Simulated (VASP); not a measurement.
# TiSe2 (P-3m1) in VASP: further runs

One crystal, TiSe2, is run at these levels: LDA, PBE+D3(BJ), PBE; tasks: relaxation of cell and atoms.

The COD entry that gives the cell may itself be a prediction, so a difference from it is no test against experiment.

All numbers are computed with VASP 6.6.1; they aren't measurements. Logs are shortened: lines on timing, memory, paths and dates and some standing lists are left out, and cuts for length are marked.

### Step 1. The structure

Symmetry: P-3m1, No. 164, trigonal system. Conventional cell: a = 3.440 Å, b = 3.440 Å, c = 5.801 Å, α = 90.00°, β = 90.00°, γ = 120.00°. Around Ti (site symmetry -3m) lie 6 Se at 2.51 Å. Se (site symmetry 3m) has 3 Ti at 2.51 Å as nearest neighbours.

### Step 2. Relaxation of cell and atoms, LDA

File INCAR:

```
SYSTEM = TiSe2
PREC = Accurate
ENCUT = 600
EDIFF = 1E-7
ISMEAR = 1
SIGMA = 0.1
LREAL = .False.
LASPH = .True.
NELM = 80
ALGO = Normal
ISIF = 3
LWAVE = .False.
LCHARG = .False.
IBRION = 2
NSW = 90
EDIFFG = -0.005
```

File KPOINTS:

```
Automatic mesh
0
Gamma
  12 12 6
  0 0 0
```

File POSCAR:

```
TiSe2                                   
1.0
    3.4401027028      0.0000000000     -0.0000000000
   -1.7200513514      2.9792163323      0.0000000000
    0.0000000000      0.0000000000      5.8007389694
  Ti              Se            
     1     2
Direct
     0.0000000000000000    0.0000000000000000    0.0000000000000000
     0.3333333332999970    0.6666666667000030    0.2655976677435544
     0.6666666667000030    0.3333333332999970    0.7344023322564457
```

Potentials or basis: VASP PAW LDA potentials, release 64 (Ti_sv, Se).

The run is started by

```bash
$ cat potpaw_LDA.64/Ti_sv/POTCAR potpaw_LDA.64/Se/POTCAR > POTCAR
$ mpirun -np 1 vasp_std > vasp.out
```

OUTCAR:

```text
SYSTEM = TiSe2
   PREC = Accurate
   ENCUT = 600
   EDIFF = 1E-7
   ISMEAR = 1
   LREAL = .False.
   LASPH = .True.
   NELM = 80
   ISIF = 3
   IBRION = 2
   NSW = 90
   EDIFFG = -0.005

 ion  position               nearest neighbor table
   1  0.000  0.000  0.000-   2 2.51   3 2.51   3 2.51   2 2.51   3 2.51   2 2.51
   2  0.333  0.667  0.266-   1 2.51   1 2.51   1 2.51
   3  0.667  0.333  0.734-   1 2.51   1 2.51   1 2.51

  LATTYP: Found a hexagonal cell.
 ALAT       =     3.4401027028
 C/A-ratio  =     1.6862109857

  Lattice vectors:

 A1 = (   3.4401027028,   0.0000000000,   0.0000000000)
 A2 = (  -1.7200513514,   2.9792163323,   0.0000000000)
 A3 = (   0.0000000000,   0.0000000000,   5.8007389694)

Analysis of symmetry for initial positions (statically):
=====================================================================
 Subroutine PRICEL returns:
 Original cell was already a primitive cell.

 Routine SETGRP: Setting up the symmetry group for a
 hexagonal supercell.

 Subroutine GETGRP returns: Found 12 space group operations
 (whereof 12 operations were pure point group operations)
 out of a pool of 24 trial point group operations.

The static configuration has the point symmetry D_3d.

Analysis of symmetry for dynamics (positions and initial velocities):
=====================================================================
 Subroutine PRICEL returns:
 Original cell was already a primitive cell.

 Routine SETGRP: Setting up the symmetry group for a
 hexagonal supercell.

 Subroutine GETGRP returns: Found 12 space group operations
 (whereof 12 operations were pure point group operations)
 out of a pool of 24 trial point group operations.

The dynamic configuration has the point symmetry D_3d.

 Subroutine INISYM returns: Found 12 space group operations
 (whereof 12 operations are pure point group operations),
 and found     1 'primitive' translations

----------------------------------------------------------------------------------------

                                     Primitive cell

  volume of cell :      59.4507

  direct lattice vectors                    reciprocal lattice vectors
     3.440102703  0.000000000  0.000000000     0.290688996  0.167829370  0.000000000
    -1.720051351  2.979216332  0.000000000     0.000000000  0.335658740  0.000000000
     0.000000000  0.000000000  5.800738969     0.000000000  0.000000000  0.172391829

  length of vectors
     3.440102703  3.440102703  5.800738969     0.335658740  0.335658740  0.172391829

  position of ions in fractional coordinates (direct lattice)
     0.000000000  0.000000000  0.000000000
     0.333333333  0.666666667  0.265597668
     0.666666667  0.333333333  0.734402332

  ion indices of the primitive-cell ions
   primitive index   ion index
                 1           1
                 2           2
                 3           3

----------------------------------------------------------------------------------------

 KPOINTS: Automatic mesh

Automatic generation of k-mesh.
 Grid dimensions read from file:
 generate k-points for:   12   12    6

 Generating k-lattice:

  Cartesian coordinates                     Fractional coordinates (reciprocal lattice)
     0.024224083  0.013985781  0.000000000     0.083333333 -0.000000000  0.000000000
     0.000000000  0.027971562  0.000000000     0.000000000  0.083333333  0.000000000
     0.000000000  0.000000000  0.028731971     0.000000000  0.000000000  0.166666667

  Length of vectors
     0.027971562  0.027971562  0.028731971

  Shift w.r.t. Gamma in fractional coordinates (k-lattice)
     0.000000000  0.000000000  0.000000000

 Subroutine IBZKPT returns following result:
 ===========================================

[... 55 lines left out ...]
   POTIM  = 0.5000    time-step for ionic-motion
   TEBEG  =    0.0;   TEEND  =   0.0 temperature during run
   PSTRESS=    0.0 pullay stress
   NELECT =      24.0000    total number of electrons
   NUPDOWN=      -1.0000    fix difference up-down
   EMIN   =  10.00;   EMAX   =-10.00  energy-range for DOS
   EFERMI =   0.00;   METHOD = LEGACY
   ISMEAR =     1;   SIGMA  =   0.10  broadening in eV -4-tet -1-fermi 0-gaus
   EFERMI_NEDOS =   21; number of points for ismear=-14 and -15
   IALGO  =     38    algorithm
   IMIX   =      4    mixing-type and parameters
     AMIX     =   0.40;   BMIX     =  1.00
     AMIX_MAG =   1.60;   BMIX_MAG =  1.00
  volume/ion in A,a.u.               =      19.82       133.73
  Fermi-wavevector in a.u.,A,eV,Ry     =   1.209928  2.286433 19.917931  1.463927
  Thomas-Fermi vector in A             =   2.345491
   LORBIT       =      0    0 simple, 1 ext, 2 COOP (PROOUT), +10 PAW based schemes
   GGA     = CA    functional components
   LHFCALC =     F    Hartree Fock is set to
   AEXX    =    0.0000 exact exchange contribution
   IVDW    =     0    specifies the selected vdW correction
   LEPSILON=     F    determine dielectric tensor
   LRPA    =     F    only Hartree local field effects (RPA)
 conjugate gradient relaxation of ions
 non-spin polarized calculation
 Methfessel and Paxton  Order N= 1 SIGMA  =   0.10
  energy-cutoff  :      600.00
  volume of cell :       59.45
 maximum number of plane-waves:      2010
   NGX = 13   NGY = 13   NGZ = 23

--------------------------------------- Ionic step        1  -------------------------------------------

 number of electron      24.0000000 magnetization

 Free energy of the ion-electron system (eV)
  ---------------------------------------------------
  ext. energy  EPLUGINS =         0.00000000
  ---------------------------------------------------
  free energy    TOTEN  =       -20.33923817 eV

  energy without entropy =      -20.33915909  energy(sigma->0) =      -20.33921181

------------------------ aborting loop because EDIFF is reached ----------------------------------------

  FORCE on cell =-STRESS in cart. coord.  units (eV):
  Direction    XX          YY          ZZ          XY          YZ          ZX
  --------------------------------------------------------------------------------------
  -------------------------------------------------------------------------------------
  Total        0.0162745      0.0162745     -0.0201414      0.0000000      0.0000000      0.0000000
  in kB        0.4385939      0.4385939     -0.5428037      0.0000000      0.0000000      0.0000000
  external PRESSURE =       0.1114614 kB  Pullay stress =       0.0000000 kB

 VOLUME and BASIS-vectors are now :
 -----------------------------------------------------------------------------
  energy-cutoff  :      600.00
  volume of cell :       59.45
      direct lattice vectors                 reciprocal lattice vectors
     3.440102703  0.000000000  0.000000000     0.290688996  0.167829370  0.000000000
    -1.720051351  2.979216332  0.000000000     0.000000000  0.335658740  0.000000000
     0.000000000  0.000000000  5.800738969     0.000000000  0.000000000  0.172391829

 POSITION                                       TOTAL-FORCE (eV/Angst)
 -----------------------------------------------------------------------------------
      0.00000      0.00000      0.00000         0.000000      0.000000      0.000000
     -0.00000      1.98614      1.54066         0.000000     -0.000000     -0.004633
      1.72005      0.99307      4.26008        -0.000000      0.000000      0.004633
 -----------------------------------------------------------------------------------
    total drift:                                0.000000      0.000000      0.000000

  FREE ENERGIE OF THE ION-ELECTRON SYSTEM (eV)
  ---------------------------------------------------
  free  energy   TOTEN  =       -20.3392381702 eV

  energy  without entropy=      -20.3391590857  energy(sigma->0) =      -20.33921181

--------------------------------------- Ionic step        2  -------------------------------------------

 number of electron      24.0000000 magnetization

 Free energy of the ion-electron system (eV)
  ---------------------------------------------------
  ext. energy  EPLUGINS =         0.00000000
  ---------------------------------------------------
  free energy    TOTEN  =       -20.33925105 eV

  energy without entropy =      -20.33916279  energy(sigma->0) =      -20.33922163

 E-fermi :   5.6908     XC(G=0): -10.7409

 val. band max:        5.6807707232   @ k =   0.0000   0.3333   0.1667
 cond. band min:       5.6967481818   @ k =   0.5000   0.0000   0.1667
 fundamental gap:      0.0159774586
 Fermi energy:         5.6908333001

 k-point     1 :       0.0000    0.0000    0.0000
  band No.  band energies     occupation
      1     -50.9918      2.00000
      2     -27.6340      2.00000
      3     -27.6045      2.00000
      4     -27.6045      2.00000
      5      -8.6929      2.00000
      6      -6.9630      2.00000
[... 433 lines left out ...]
      3     -27.6267      2.00000
      4     -27.6116      2.00000
      5      -8.2878      2.00000
      6      -6.9790      2.00000
[... 8 lines left out ...]
     15       7.3229     -0.00000
     16       8.7805      0.00000

 [... further k-points ...]

------------------------ aborting loop because EDIFF is reached ----------------------------------------

  FORCE on cell =-STRESS in cart. coord.  units (eV):
  Direction    XX          YY          ZZ          XY          YZ          ZX
  --------------------------------------------------------------------------------------
  -------------------------------------------------------------------------------------
  Total        0.0084633      0.0084633     -0.0099507      0.0000000     -0.0000000      0.0000000
  in kB        0.2280390      0.2280390     -0.2681159      0.0000000     -0.0000000      0.0000000
  external PRESSURE =       0.0626540 kB  Pullay stress =       0.0000000 kB

 VOLUME and BASIS-vectors are now :
 -----------------------------------------------------------------------------
  energy-cutoff  :      600.00
  volume of cell :       59.46
      direct lattice vectors                 reciprocal lattice vectors
     3.441003009 -0.000000000  0.000000000     0.290612940  0.167785459 -0.000000000
    -1.720501504  2.979996020 -0.000000000     0.000000000  0.335570918 -0.000000000
     0.000000000  0.000000000  5.798860162     0.000000000  0.000000000  0.172447683

 POSITION                                       TOTAL-FORCE (eV/Angst)
 -----------------------------------------------------------------------------------
      0.00000     -0.00000      0.00000         0.000000      0.000000      0.000000
     -0.00000      1.98666      1.53994        -0.000000     -0.000000     -0.001475
      1.72050      0.99333      4.25892         0.000000      0.000000      0.001475
 -----------------------------------------------------------------------------------
    total drift:                               -0.000000      0.000000     -0.000000

  FREE ENERGIE OF THE ION-ELECTRON SYSTEM (eV)
  ---------------------------------------------------
  free  energy   TOTEN  =       -20.3392510458 eV

  energy  without entropy=      -20.3391627917  energy(sigma->0) =      -20.33922163

 reached required accuracy - stopping structural energy minimisation
```

It took 97 s on 1 thread of Intel Xeon Platinum 8488C (Sapphire Rapids), shared host; peak memory 0.25 GiB.

What came out:

* Free energy: -20.3393 eV
* Relaxed volume: 19.82 Å³/atom
* Relaxed cell: a = 3.441 Å, b = 3.441 Å, c = 5.799 Å, α = 90.00°, β = 90.00°, γ = 120.00°
* Space group after relaxing (to 0.05 Å): P-3m1 (No. 164)
* Energy gained by relaxing: 0.0 meV/atom
* Ionic steps: 2
* Pressure after relaxing: 0.0 GPa
* Band gap on the k mesh: none (metal or under the smearing width)

Final structure:
```cif
data_structure
_symmetry_space_group_name_H-M 'P 1'
_symmetry_Int_Tables_number 1
_cell_length_a 3.4410
_cell_length_b 3.4410
_cell_length_c 5.7989
_cell_angle_alpha 90.000
_cell_angle_beta 90.000
_cell_angle_gamma 120.000
_cell_volume 59.46
loop_
_atom_site_label
_atom_site_type_symbol
_atom_site_fract_x
_atom_site_fract_y
_atom_site_fract_z
_atom_site_occupancy
Ti1 Ti 0.00000 0.00000 0.00000 1
Se1 Se 0.33333 0.66667 0.26556 1
Se2 Se 0.66667 0.33333 0.73444 1
```

Levels at points of the mesh, in eV from the Fermi level:
| k point | band 10 | band 11 | band 12 | band 13 | band 14 | band 15 |
| --- | --- | --- | --- | --- | --- | --- |
| (0.00, 0.00, 0.00) | 0.47 | 0.52 | 0.52 | 0.54 | 0.73 | 0.73 |
| (0.50, 0.00, 0.00) | -2.94 | -2.26 | -1.40 | 0.04 | 1.55 | 1.98 |
| (0.00, 0.00, 0.50) | -2.18 | 0.39 | 0.39 | 0.50 | 0.50 | 1.35 |
| (0.50, 0.00, 0.50) | -2.58 | -1.05 | -0.78 | -0.32 | 1.54 | 1.95 |

### Step 3. Relaxation of cell and atoms, PBE+D3(BJ), target pressure 3.12 GPa, at which the enthalpy is minimised

This run uses another cell than the first one, of 21.67 Å³/atom, 1.094 times its volume.

File INCAR:

```
ALGO     = Normal         # electronic algorithm
EDIFF    = 1E-6           # SCF threshold, eV
EDIFFG   = -0.01          # ionic threshold
ENCUT    = 600            # plane-wave cutoff, eV
GGA      = PE             # functional
IBRION   = 2              # ionic algorithm
ISIF     = 3              # what is computed and relaxed
ISMEAR   = 1              # smearing method
IVDW     = 12             # dispersion correction
LASPH    = T              # aspherical terms in the spheres
LCHARG   = F              # write CHGCAR
LREAL    = F              # projectors in reciprocal space
LWAVE    = F              # write WAVECAR
NELM     = 80             # most SCF steps
NSW      = 90             # ionic steps
PREC     = Accurate       # precision mode
PSTRESS  = 31.2         
SIGMA    = 0.1            # smearing width, eV
```

File KPOINTS:

```
k-points
0
Gamma
  12 12 6
```

File POSCAR:

```
TiSe2
1.0
    3.5360000000      0.0000000000      0.0000000000
   -1.7680000000      3.0622658278      0.0000000000
    0.0000000000      0.0000000000      6.0040000000
Ti Se
1 2
Direct
    0.0000000000      0.0000000000      0.0000000000
    0.3333333333      0.6666666667      0.2552000000
    0.6666666667      0.3333333333      0.7448000000
```

Potentials or basis: VASP PAW PBE potentials, release 64 (Ti_sv, Se).

The run is started by

```bash
$ cat potpaw_PBE.64/Ti_sv/POTCAR potpaw_PBE.64/Se/POTCAR > POTCAR
$ mpirun -np 1 vasp_std > vasp.out
```

OUTCAR:

```text
EDIFF = 1E-6
   EDIFFG = -0.01
   ENCUT = 600
   GGA = PE
   IBRION = 2
   ISIF = 3
   ISMEAR = 1
   IVDW = 12
   LASPH = T
   LREAL = F
   NELM = 80
   NSW = 90
   PREC = Accurate
   PSTRESS = 31.2
 IVDW          = 12

 ion  position               nearest neighbor table
   1  0.000  0.000  0.000-   2 2.55   3 2.55   3 2.55   2 2.55   3 2.55   2 2.55
   2  0.333  0.667  0.255-   1 2.55   1 2.55   1 2.55
   3  0.667  0.333  0.745-   1 2.55   1 2.55   1 2.55

  LATTYP: Found a hexagonal cell.
 ALAT       =     3.5360000000
 C/A-ratio  =     1.6979638009

  Lattice vectors:

 A1 = (   3.5360000000,   0.0000000000,   0.0000000000)
 A2 = (  -1.7680000000,   3.0622658278,   0.0000000000)
 A3 = (   0.0000000000,   0.0000000000,   6.0040000000)

[... 192 lines left out ...]
      4     -29.0439      2.00000
      5      -9.1572      2.00000
      6      -7.7283      2.00000
[... 571 lines left out ...]
  energy  without entropy=      -19.4400420268  energy(sigma->0) =      -19.43981726

  enthalpy is  TOTEN    =       -18.2435780500 eV   P V=        1.1961268308

[... ionic steps 4 to 8 ...]

--------------------------------------- Ionic step        9  -------------------------------------------

 number of electron      24.0000001 magnetization

------------------------ aborting loop because EDIFF is reached ----------------------------------------
[... 81 lines left out ...]
--------------------------------------- Ionic step       11  -------------------------------------------

 number of electron      24.0000000 magnetization

 Free energy of the ion-electron system (eV)
  ---------------------------------------------------
  ext. energy  EPLUGINS =         0.00000000
  ---------------------------------------------------
  free energy    TOTEN  =       -18.00848714 eV

  energy without entropy =      -18.00865605  energy(sigma->0) =      -18.00854344

 E-fermi :   6.0471     XC(G=0): -10.6189

 val. band max:        6.0441361856   @ k =   0.5000   0.0000   0.1667
 cond. band min:       6.0474025704   @ k =   0.0000   0.0833   0.3333
 fundamental gap:      0.0032663848
 Fermi energy:         6.0471479522

 k-point     1 :       0.0000    0.0000    0.0000
  band No.  band energies     occupation
      1     -51.3540      2.00000
      2     -27.6020      2.00000
      3     -27.5782      2.00000
      4     -27.5782      2.00000
      5      -8.5024      2.00000
      6      -6.6018      2.00000
[... 485 lines left out ...]
  energy  without entropy=      -19.4449864377  energy(sigma->0) =      -19.44487383

  enthalpy is  TOTEN    =       -18.3144966807 eV   P V=        1.1303208461

 reached required accuracy - stopping structural energy minimisation
```

OSZICAR:

```text
N       E                     dE             d eps       ncg     rms          rms(c)
DAV:   1     0.211356493397E+03    0.21136E+03   -0.12638E+04  3200   0.163E+03
DAV:   2     0.162686187395E+01   -0.20973E+03   -0.20771E+03  3432   0.386E+02
DAV:   3    -0.205928203490E+02   -0.22220E+02   -0.21462E+02  5088   0.109E+02
[... 114 lines left out ...]
DAV:   4    -0.180082864186E+02    0.68951E-03   -0.52074E-03  3776   0.665E-01    0.529E-02
DAV:   5    -0.180084117018E+02   -0.12528E-03   -0.57782E-04  4376   0.146E-01    0.471E-02
DAV:   6    -0.180084686564E+02   -0.56955E-04   -0.13093E-04  5312   0.648E-02    0.295E-02
DAV:   7    -0.180084873075E+02   -0.18651E-04   -0.42744E-05  4264   0.466E-02    0.738E-03
DAV:   8    -0.180084870560E+02    0.25146E-06   -0.13976E-05  3504   0.218E-02    0.559E-03
DAV:   9    -0.180084871379E+02   -0.81890E-07   -0.14725E-06  2304   0.106E-02
  11 F= -.18314497E+02 E0= -.18314553E+02  d E =-.267671E-03
```

Wall time 11 min (1 thread of AMD EPYC 9R14 (Zen 4), shared host); peak memory 0.27 GiB.

What came out:

- Free energy: -19.4448 eV
- Relaxed volume: 19.35 Å³/atom
- Relaxed cell: a = 3.429 Å, b = 3.429 Å, c = 5.700 Å, α = 90.00°, β = 90.00°, γ = 120.00°
- Space group after relaxing (to 0.05 Å): P-3m1 (No. 164)
- Energy change on relaxing (the enthalpy is what falls): +2.9 meV/atom
- Ionic steps: 11
- Pressure after relaxing: 3.1 GPa
- Band gap on the k mesh: none (metal or under the smearing width)
- Dispersion energy per atom: -0.479 eV

The path:
| step | energy change (eV) | largest force (eV/Å) | pressure (GPa) | volume (Å³) |
| --- | --- | --- | --- | --- |
| 1 | 0.0000 | 0.0905 | -1.57 | 65.01 |
| 2 | 0.0809 | 1.0679 | 7.08 | 59.23 |
| 3 | 0.0138 | 0.6589 | 3.31 | 61.42 |
| 4 | 0.0015 | 0.4465 | 3.19 | 60.37 |
| 5 | 0.0270 | 0.0696 | 3.20 | 58.12 |
| 6 | 0.0120 | 0.0834 | 3.18 | 58.74 |
| 7 | 0.0050 | 0.0303 | 2.93 | 58.51 |
| 8 | 0.0051 | 0.0368 | 2.74 | 58.24 |
| 9 | 0.0054 | 0.0407 | 2.73 | 58.23 |
| 10 | 0.0184 | 0.0979 | 3.96 | 57.62 |
| 11 | 0.0087 | 0.0006 | 3.11 | 58.04 |

Final structure:
```
CELL_PARAMETERS angstrom
3.42912 0.00000 0.00000
-1.71456 2.96970 0.00000
0.00000 0.00000 5.69984
ATOMIC_POSITIONS crystal
Ti 0.00000 0.00000 0.00000
Se 0.33333 0.66667 0.27387
Se 0.66667 0.33333 0.72613
```

Levels at points of the mesh, in eV from the Fermi level:
| k point | band 10 | band 11 | band 12 | band 13 | band 14 | band 15 |
| --- | --- | --- | --- | --- | --- | --- |
| (0.00, 0.00, 0.00) | 0.54 | 0.58 | 0.58 | 0.63 | 0.75 | 0.75 |
| (0.50, 0.00, 0.00) | -2.97 | -2.22 | -1.52 | 0.02 | 1.62 | 2.07 |
| (0.00, 0.00, 0.50) | -2.11 | 0.29 | 0.29 | 0.55 | 0.55 | 1.39 |
| (0.50, 0.00, 0.50) | -2.65 | -0.99 | -0.72 | -0.33 | 1.61 | 2.04 |

Caveat: the cell is relaxed towards a set pressure, so the enthalpy falls and the energy may rise.

(Continued in part 2 of 2.)
